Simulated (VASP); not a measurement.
Set up this calculation in VASP 6.6.1, as the native input.

```yaml
Task: band structure
Functional: PBEsol
Potentials_or_basis: VASP PAW PBE potentials, release 64 (In_d, Sb)
Cutoff: 520 eV
k_mesh: 8 × 8 × 8
Occupations: gaussian, width 0.02 eV
Spin: non-collinear spin, zero start, spin-orbit coupling
Starting_moments: "[[0.0, 0.0, 0.0], [0.0, 0.0, 0.0]] μB"
Further_INCAR_settings: ALGO = Fast; EDIFF = 1e-07; NBANDS = 30
```

The system is InSb.

```xyz
2
Lattice="0.0000 3.2605 3.2605 3.2605 0.0000 3.2605 3.2605 3.2605 0.0000" Properties=species:S:1:pos:R:3 pbc="T T T"
In    0.0000    0.0000    0.0000
Sb    1.6302    1.6302    1.6302
```

The input as run:

POSCAR

```
InSb                                    
1.0
   -0.0000000000      3.2604832903      3.2604832903
    3.2604832903      0.0000000000      3.2604832903
    3.2604832903      3.2604832903      0.0000000000
  In              Sb            
     1     1
Direct
     0.0000000000000000    0.0000000000000000    0.0000000000000000
     0.2500000000000000    0.2500000000000000    0.2500000000000000
```

INCAR.step1

```
PREC = Accurate
ENCUT = 520
EDIFF = 1E-7
ISMEAR = 0
SIGMA = 0.02
LREAL = F
LASPH = T
NELM = 100
ALGO = Fast
ISIF = 2
LWAVE = F
LCHARG = T
LNONCOLLINEAR = T
MAGMOM = 0 0 0 0 0 0
LORBIT = 11
LSORBIT = T
GGA_COMPAT = F
GGA = PS
NBANDS = 30
KPAR = 4
```

KPOINTS.step1

```
regular mesh
0
Gamma
  8 8 8
```

INCAR.step2

```
PREC = Accurate
ENCUT = 520
EDIFF = 1E-7
ISMEAR = 0
SIGMA = 0.05
LREAL = F
LASPH = T
NELM = 100
ALGO = Fast
ISIF = 2
LWAVE = F
LCHARG = F
LNONCOLLINEAR = T
MAGMOM = 0 0 0 0 0 0
LORBIT = 11
LSORBIT = T
GGA_COMPAT = F
GGA = PS
NBANDS = 30
KPAR = 4
ICHARG = 11
```

KPOINTS.step2

```
path GXWKGLUWLK,UX
10
line-mode
reciprocal
 0.0000000000  0.0000000000  0.0000000000  G
 0.5000000000  0.0000000000  0.5000000000  X

 0.5000000000  0.0000000000  0.5000000000  X
 0.5000000000  0.2500000000  0.7500000000  W

 0.5000000000  0.2500000000  0.7500000000  W
 0.3750000000  0.3750000000  0.7500000000  K

 0.3750000000  0.3750000000  0.7500000000  K
 0.0000000000  0.0000000000  0.0000000000  G

 0.0000000000  0.0000000000  0.0000000000  G
 0.5000000000  0.5000000000  0.5000000000  L

 0.5000000000  0.5000000000  0.5000000000  L
 0.6250000000  0.2500000000  0.6250000000  U

 0.6250000000  0.2500000000  0.6250000000  U
 0.5000000000  0.2500000000  0.7500000000  W

 0.5000000000  0.2500000000  0.7500000000  W
 0.5000000000  0.5000000000  0.5000000000  L

 0.5000000000  0.5000000000  0.5000000000  L
 0.3750000000  0.3750000000  0.7500000000  K

 0.6250000000  0.2500000000  0.6250000000  U
 0.5000000000  0.0000000000  0.5000000000  X
```

Potentials or basis: VASP PAW PBE potentials, release 64 (In_d, Sb).

Command:

```bash
$ cat potpaw_PBE.64/In_d/POTCAR potpaw_PBE.64/Sb/POTCAR > POTCAR
$ cp INCAR.step1 INCAR
$ cp KPOINTS.step1 KPOINTS
$ mpirun -np 4 vasp_ncl > vasp.out
$ cp INCAR.step2 INCAR
$ cp KPOINTS.step2 KPOINTS
$ mpirun -np 4 vasp_ncl > vasp.out
```

It gave:

```yaml
Net_moment: 0.00 μB per cell
```

Caveat: the log is that of the step along the path at fixed density, whose energy, stress, charges and moments have no meaning.

It took 5.5 min on 4 MPI ranks on AMD EPYC 7R13 Processor (Zen 3), on a shared host, peak memory 0.52 GiB a rank.
